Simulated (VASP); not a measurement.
# GaAs (F-43m) in VASP: elastic constants with PBE

Aim: the elastic constants of GaAs with PBE.

Program: VASP 6.6.1. These are calculated values, not measurements. Logs are shortened: lines on timing, memory, paths and dates and some standing lists are left out, and cuts for length are marked.

## 1. The crystal as given

Symmetry: F-43m, No. 216, cubic system. The conventional cell has a = 5.654 Å, b = 5.654 Å, c = 5.654 Å, α = 90.00°, β = 90.00°, γ = 90.00°. Ga (site symmetry -43m) has 4 As at 2.45 Å as nearest neighbours. As (site symmetry -43m) is surrounded by 4 Ga at 2.45 Å.

## 2. Elastic constants, PBE

The input, POSCAR:

```
GaAs
1.0
    0.0000000000      2.8268500000      2.8268500000
    2.8268500000      0.0000000000      2.8268500000
    2.8268500000      2.8268500000      0.0000000000
Ga As
1 1
Direct
    0.0000000000      0.0000000000      0.0000000000
    0.2500000000      0.2500000000      0.2500000000
```

The input, INCAR.step1:

```
ALGO = Fast ; EDIFF = 1E-8
EDIFFG = -0.002 ; ENCUT = 600
GGA = PE ; IBRION = 2
ISIF = 3 ; ISMEAR = 0
LASPH = True ; LCHARG = False
LREAL = False ; LWAVE = False
NELM = 100 ; NSW = 40
PREC = Accurate ; SIGMA = 0.02
```

The input, INCAR.step2:

```
ALGO = Fast ; EDIFF = 1E-8
ENCUT = 600 ; GGA = PE
IBRION = 6 ; ISIF = 3
ISMEAR = 0 ; LASPH = True
LCHARG = False ; LREAL = False
LWAVE = False ; NELM = 100
NFREE = 2 ; NSW = 1
POTIM = 0.015 ; PREC = Accurate
SIGMA = 0.02
```

The input, KPOINTS:

```
k-points
0
Gamma
  8 8 8
```

Potentials or basis: VASP PAW PBE potentials, release 64 (Ga_d, As).

The run is started by

```sh
$ cat potpaw_PBE.64/Ga_d/POTCAR potpaw_PBE.64/As/POTCAR > POTCAR
$ cp INCAR.step1 INCAR
$ mpirun -np 1 vasp_std > vasp.out
$ cp CONTCAR POSCAR
$ cp INCAR.step2 INCAR
$ mpirun -np 1 vasp_std > vasp.out
```

OUTCAR:

```text
EDIFF = 1E-8
   ENCUT = 600
   GGA = PE
   IBRION = 6
   ISIF = 3
   ISMEAR = 0
   LASPH = True
   LREAL = False
   NELM = 100
   NFREE = 2
   NSW = 1
   POTIM = 0.015
   PREC = Accurate

 ion  position               nearest neighbor table
   1  0.000  0.000  0.000-   2 2.49   2 2.49   2 2.49   2 2.49
   2  0.250  0.250  0.250-   1 2.49   1 2.49   1 2.49   1 2.49

  LATTYP: Found a face centered cubic cell.
 ALAT       =     5.7493938339

  Lattice vectors:

 A1 = (   0.0000000000,   2.8746969169,   2.8746969169)
 A2 = (   2.8746969169,   0.0000000000,   2.8746969169)
 A3 = (   2.8746969169,   2.8746969169,   0.0000000000)

Analysis of symmetry for initial positions (statically):
=====================================================================
 Subroutine PRICEL returns:
 Original cell was already a primitive cell.

 Routine SETGRP: Setting up the symmetry group for a
 face centered cubic supercell.

 Subroutine GETGRP returns: Found 24 space group operations
 (whereof 24 operations were pure point group operations)
 out of a pool of 48 trial point group operations.

The static configuration has the point symmetry T_d .

Analysis of symmetry for dynamics (positions and initial velocities):
=====================================================================
 Subroutine PRICEL returns:
 Original cell was already a primitive cell.

 Routine SETGRP: Setting up the symmetry group for a
 face centered cubic supercell.

 Subroutine GETGRP returns: Found 24 space group operations
 (whereof 24 operations were pure point group operations)
 out of a pool of 48 trial point group operations.

The dynamic configuration has the point symmetry T_d .

 Subroutine INISYM returns: Found 24 space group operations
 (whereof 24 operations are pure point group operations),
 and found     1 'primitive' translations

----------------------------------------------------------------------------------------

                                     Primitive cell

  volume of cell :      47.5123

  direct lattice vectors                    reciprocal lattice vectors
     0.000000000  2.874696917  2.874696917    -0.173931379  0.173931379  0.173931379
     2.874696917  0.000000000  2.874696917     0.173931379 -0.173931379  0.173931379
     2.874696917  2.874696917  0.000000000     0.173931379  0.173931379 -0.173931379

  length of vectors
     4.065435368  4.065435368  4.065435368     0.301257986  0.301257986  0.301257986

  position of ions in fractional coordinates (direct lattice)
     0.000000000  0.000000000  0.000000000
     0.250000000  0.250000000  0.250000000

  ion indices of the primitive-cell ions
   primitive index   ion index
                 1           1
                 2           2

----------------------------------------------------------------------------------------

 KPOINTS: k-points

Automatic generation of k-mesh.
 Grid dimensions read from file:
 generate k-points for:    8    8    8

 Generating k-lattice:

  Cartesian coordinates                     Fractional coordinates (reciprocal lattice)
    -0.021741422  0.021741422  0.021741422     0.125000000  0.000000000  0.000000000
     0.021741422 -0.021741422  0.021741422     0.000000000  0.125000000  0.000000000
     0.021741422  0.021741422 -0.021741422     0.000000000  0.000000000  0.125000000
[... 109 lines left out ...]

------------------------ aborting loop because EDIFF is reached ----------------------------------------

  FORCE on cell =-STRESS in cart. coord.  units (eV):
  Direction    XX          YY          ZZ          XY          YZ          ZX
  --------------------------------------------------------------------------------------
  -------------------------------------------------------------------------------------
  Total       -0.0019673     -0.0019673     -0.0019673     -0.0000000     -0.0000000     -0.0000000
  in kB       -0.0663405     -0.0663405     -0.0663405     -0.0000000     -0.0000000     -0.0000000
  external PRESSURE =      -0.0663405 kB  Pullay stress =       0.0000000 kB
[... 89 lines left out ...]
  FREE ENERGIE OF THE ION-ELECTRON SYSTEM (eV)
  ---------------------------------------------------
  free  energy   TOTEN  =        -8.2677827186 eV

  energy  without entropy=       -8.2677827186  energy(sigma->0) =       -8.26778272

[... ionic steps 4 to 14 ...]

--------------------------------------- Ionic step       15  -------------------------------------------

 number of electron      17.9999997 magnetization

------------------------ aborting loop because EDIFF is reached ----------------------------------------
[... 67 lines left out ...]
--------------------------------------- Ionic step       17  -------------------------------------------

 number of electron      17.9999995 magnetization

 Free energy of the ion-electron system (eV)
  ---------------------------------------------------
  ext. energy  EPLUGINS =         0.00000000
  ---------------------------------------------------
  free energy    TOTEN  =        -8.27014991 eV

  energy without entropy =       -8.27014986  energy(sigma->0) =       -8.27014989

 E-fermi :   3.5685     XC(G=0):  -9.3624

 val. band max:        3.5167721602   @ k =   0.0000   0.0000   0.0000
 cond. band min:       3.6202325282   @ k =   0.0000   0.0000   0.0000
 fundamental gap:      0.1034603679
 Fermi energy:         3.5685024100

 k-point     1 :       0.0000    0.0000    0.0000
  band No.  band energies     occupation
      1     -11.2560      2.00000
      2     -11.2550      2.00000
      3     -11.2536      2.00000
      4     -11.1873      2.00000
      5     -11.1873      2.00000
      6      -8.9027      2.00000
      7       3.4282      2.00000
      8       3.4733      2.00000
      9       3.5168      1.99975
     10       3.6202      0.00025
     11       7.1568      0.00000
     12       7.1860      0.00000
     13       7.2173      0.00000
[... 354 lines left out ...]
  band No.  band energies     occupation
      1     -11.3270      2.00000
      2     -11.2338      2.00000
      3     -11.2270      2.00000
      4     -11.1907      2.00000
      5     -11.1842      2.00000
      6      -6.9674      2.00000
      7      -2.8164      2.00000
      8       0.4300      2.00000
      9       1.6869      2.00000
     10       6.3508      0.00000
     11       7.6702      0.00000
     12       9.6264      0.00000
     13      10.9370      0.00000

 [... further k-points ...]
[... 5 lines left out ...]
  --------------------------------------------------------------------------------------
  -------------------------------------------------------------------------------------
  Total       -0.0016515      0.0002934      0.0002934      0.0000000      0.0915850      0.0000000
  in kB       -0.0556918      0.0098954      0.0098954      0.0000000      3.0883661      0.0000000
  external PRESSURE =      -0.0119670 kB  Pullay stress =       0.0000000 kB
[... 17 lines left out ...]
  FREE ENERGIE OF THE ION-ELECTRON SYSTEM (eV)
  ---------------------------------------------------
  free  energy   TOTEN  =        -8.2701499133 eV

  energy  without entropy=       -8.2701498585  energy(sigma->0) =       -8.27014989

 INTERNAL STRAIN TENSORS FROM STRAINED CELLS
 ============================================

 INTERNAL STRAIN TENSOR FOR ION    1 for displacements in x,y,z  (eV/Angst):
          X           Y           Z          XY          YZ          ZX
  --------------------------------------------------------------------------------
  x    -0.00000     0.00000     0.00000    -0.00000     6.10546     0.00000
  y    -0.00000     0.00000     0.00000    -0.00000     0.00000     6.10360
  z    -0.00000     0.00000     0.00000     6.10752    -0.00000     0.00000

 INTERNAL STRAIN TENSORS FROM DISPLACED ATOMS
 ============================================

 INTERNAL STRAIN TENSOR FOR ION    1 for displacements in x,y,z  (eV/Angst):
          X           Y           Z          XY          YZ          ZX
  --------------------------------------------------------------------------------
  x     0.00000     0.00000     0.00000     0.00000     6.10578     0.00000
  y     0.00000     0.00000     0.00000     0.00000     0.00000     6.10578
  z     0.00000     0.00000     0.00000     6.10578     0.00000     0.00000

 INTERNAL STRAIN TENSOR FOR ION    2 for displacements in x,y,z  (eV/Angst):
          X           Y           Z          XY          YZ          ZX
  --------------------------------------------------------------------------------
  x    -0.00000     0.00000     0.00000     0.00000    -6.10862     0.00000
  y     0.00000     0.00000     0.00000     0.00000     0.00000    -6.10862
  z     0.00000     0.00000    -0.00000    -6.10862     0.00000     0.00000

 Eigenvectors and eigenvalues of the dynamical matrix
 ----------------------------------------------------

   1 f  =    7.566909 THz    47.544293 2PiTHz  252.404923 cm-1    31.294208 meV
             X         Y         Z           dx          dy          dz
      0.000000  0.000000  0.000000     0.000000    0.000000    0.719610
      1.437348  1.437348  1.437348     0.000000   -0.000000   -0.694379
[... 21 lines left out ...]
   6 f/i=    0.001010 THz     0.006346 2PiTHz    0.033688 cm-1     0.004177 meV
             X         Y         Z           dx          dy          dz
      0.000000  0.000000  0.000000    -0.283356    0.288597    0.564432
      1.437348  1.437348  1.437348    -0.293652    0.299083    0.584941

--------------------------------------------------------------------------------------------------------

 ELASTIC MODULI CONTR FROM IONIC RELAXATION (kBar)
 Direction    XX          YY          ZZ          XY          YZ          ZX
 --------------------------------------------------------------------------------
 XX          -0.0000      0.0000      0.0000      0.0000     -0.0000      0.0000
 YY           0.0000     -0.0000     -0.0000      0.0000      0.0000      0.0000
 ZZ           0.0000     -0.0000     -0.0000     -0.0000      0.0000      0.0000
 XY           0.0000      0.0000     -0.0000   -148.6508      0.0000      0.0000
 YZ          -0.0000      0.0000      0.0000      0.0000   -148.6508      0.0000
 ZX           0.0000      0.0000      0.0000      0.0000      0.0000   -148.6508
 --------------------------------------------------------------------------------

 TOTAL ELASTIC MODULI (kBar)
 Direction    XX          YY          ZZ          XY          YZ          ZX
 --------------------------------------------------------------------------------
 XX         976.1368    403.5616    403.5616      0.0000     -0.0000      0.0000
 YY         403.5616    976.1368    403.5616      0.0000      0.0000      0.0000
 ZZ         403.5616    403.5616    976.1368     -0.0000      0.0000      0.0000
 XY           0.0000      0.0000     -0.0000    505.0396      0.0000      0.0000
 YZ          -0.0000      0.0000      0.0000      0.0000    505.0396      0.0000
 ZX           0.0000      0.0000      0.0000      0.0000      0.0000    505.0396
 --------------------------------------------------------------------------------
```

Run time: 7.1 min. Hardware: 1 thread of Intel Xeon 6975P-C (Granite Rapids), shared host; peak memory 0.34 GiB.

What came out:

```
Relaxed volume                                          : 23.76 Å³/atom
Relaxed cell                                            : a = 4.065 Å, b = 4.065 Å, c = 4.065 Å, α = 60.00°, β = 60.00°, γ = 60.00°
Space group after relaxing (to 0.05 Å)                  : F-43m (No. 216)
Elastic constants C11, C12, C44                         : 98, 40, 51 GPa
Voigt bulk modulus                                      : 59 GPa
Highest phonon frequency at Γ, LO-TO splitting left out : 252 cm⁻¹
```

Step by step:
```csv
step,energy change (eV),largest force (eV/Å),pressure (GPa),volume (Å³)
1,0.0000,0.0000,3.44,45.18
2,-0.0207,0.0000,-1.06,48.43
3,-0.0239,0.0000,0.01,47.51
```

Final structure:
```
Ga As
1.0
     0.00000    2.87470    2.87470
     2.87470    0.00000    2.87470
     2.87470    2.87470    0.00000
Ga As
1 1
Direct
  0.00000 0.00000 0.00000
  0.25000 0.25000 0.25000
```

Phonon frequencies in cm⁻¹ (negative: imaginary):
```tsv
q point	frequencies
(0.000, 0.000, 0.000)	0 0 0 252 252 252
```

Elastic tensor in Voigt notation (GPa, in the Cartesian axes of the cell as first typed):
```
98 40 40  0  0  0
40 98 40  0  0  0
40 40 98  0  0  0
 0  0  0 51  0  0
 0  0  0  0 51  0
 0  0  0  0  0 51
```

Clamped-ion elastic tensor (GPa):
```
98 40 40  0  0  0
40 98 40  0  0  0
40 40 98  0  0  0
 0  0  0 65  0  0
 0  0  0  0 65  0
 0  0  0  0  0 65
```
